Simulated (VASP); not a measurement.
A run of VASP 6.6.1 is set up as follows.

The input INCAR:

```
SYSTEM = AlN
PREC = Accurate ; ENCUT = 520
EDIFF = 1E-7 ; ISMEAR = 0
SIGMA = 0.02 ; LREAL = .False.
LASPH = .True. ; NELM = 60
ALGO = Normal ; ISIF = 4
LWAVE = .False. ; LCHARG = .False.
GGA = PE ; IBRION = 2
NSW = 80 ; EDIFFG = -0.002
```

KPOINTS

```
regular mesh
0
Gamma
  3 3 1
  0 0 0
```

Contents of POSCAR:

```
AlN                                     
1.0
    3.0874676162      0.0000000000      0.0000000000
   -1.5437338081      2.6738253869      0.0000000000
    0.0000000000      0.0000000000      4.8331868986
  Al              N             
     2     2
Direct
     0.3333333300000021    0.6666666699999979    0.9961855878091868
     0.6666666699999979    0.3333333300000021    0.4961855878091868
     0.3333333300000021    0.6666666699999979    0.3838144121908158
     0.6666666699999979    0.3333333300000021    0.8838144121908158
```

Potentials or basis: VASP PAW PBE potentials, release 64 (Al, N).

Command:

```console
$ cat potpaw_PBE.64/Al/POTCAR potpaw_PBE.64/N/POTCAR > POTCAR
$ mpirun -np 1 vasp_std > vasp.out
```

(1) Predict the band gap on the k mesh.

Results:

(1) 4.41 eV, direct.

Caveat: the k mesh is coarse (spacing up to 1.30 Å⁻¹), so the values aren't converged.
